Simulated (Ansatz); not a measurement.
# CsBr: how the settings move a single-point run

Aim: see which settings change the result for CsBr, by how much, and at what cost.

Program: Ansatz 0.2.0. Level of theory: reference: DFT, PBE, all-electron PAW with datasets made for the crystal, scalar-relativistic. These are calculated values, not measurements.

1 further run of the same task is left out (it didn't finish).

## Step 1: The structure to begin with

Symmetry: Pm-3m, No. 221, cubic system. Conventional cell: a = 4.326 Å, b = 4.326 Å, c = 4.326 Å, α = 90.00°, β = 90.00°, γ = 90.00°. Cs (site symmetry m-3m) is surrounded by 8 Br at 3.75 Å. Br (site symmetry m-3m) has 8 Cs at 3.75 Å as nearest neighbours.

Coordinates:

```cif
data_structure
_symmetry_space_group_name_H-M 'P 1'
_symmetry_Int_Tables_number 1
_cell_length_a 4.3256
_cell_length_b 4.3256
_cell_length_c 4.3256
_cell_angle_alpha 90.000
_cell_angle_beta 90.000
_cell_angle_gamma 90.000
_cell_volume 80.94
loop_
_atom_site_label
_atom_site_type_symbol
_atom_site_fract_x
_atom_site_fract_y
_atom_site_fract_z
_atom_site_occupancy
Cs1 Cs 0.00000 0.00000 0.00000 1
Br1 Br 0.50000 0.50000 0.50000 1
```

## Step 2: Reference

Contents of input.yaml:

```yaml
crystal:
  lattice:
    - [4.32562222, 0.0, 0.0]
    - [0.0, 4.32562222, 0.0]
    - [0.0, 0.0, 4.32562222]
  atoms:
    - { symbol: Cs, position: [0.0, 0.0, 0.0] }
    - { symbol: Br, position: [0.5, 0.5, 0.5] }
kpoints:
  mp_grid: { grid: [7, 7, 7] }
scf:
  occupations: { method: fermi_dirac, width: 0.03 }
hamiltonian:
  xc: pbe
  pseudopotentials: { kind: all_electron, datasets: crystal }
output:
  forces: true
  stress: true
  eigenvalues: true
  efg: { contact_densities: true }
```

Run with:

```bash
$ ansatz run input.yaml --threads 1 --pin off --max-ram 2048MiB --backend cpu --events-out ev --progress --plain --runs-dir out
```

## Step 3: Variant: mixing.algorithm broyden, mixing.beta 0.05, lower_state_search standard

input.yaml: that of step 2 with these lines changed.

```diff
@@ -12,2 +12,4 @@
   occupations: { method: fermi_dirac, width: 0.03 }
+  mixing: { algorithm: broyden, beta: 0.05 }
+  lower_state_search: standard
 hamiltonian:
```

**Question.** What will these runs give? Wanted: for each run, ending; energy change; pressure; gap; force.

The runs gave:

```tsv
run	ending	energy change	pressure (GPa)	gap (eV)	force (eV/Å)	cycles	time
reference	converged	0	0.6	4.43	0.00	8	2.8 s
1: mixing.algorithm broyden, mixing.beta 0.05, lower_state_search standard	converged	0.0 meV/atom	0.6	4.43	0.00	16	3.7 s
```

Residual by cycle in the longest SCF loop of each run; runs are numbered as in the table. The quantity is the density residual dr2, in eV.

```tsv
cycle	reference	run 1
1	0.869	0.869
2	0.167	0.773
4	6.8e-4	0.0508
5	2.4e-5	0.00102
6	3.2e-6	0.00114
8	1.1e-8	9.5e-5
9	-	9.6e-5
11	-	4.1e-6
12	-	4.1e-6
13	-	2.2e-7
15	-	5.4e-8
16	-	5.8e-9
```

Changing the mixing and search for lower states hardly moves the energy: 0.0 meV/atom. Cost: 16 SCF cycles against 8. The gap of the reference lacks spin-orbit coupling, though the cell holds Cs.

These are semilocal Kohn-Sham gaps, which aren't the measured quantity. Such gaps usually fall short of the measured ones.
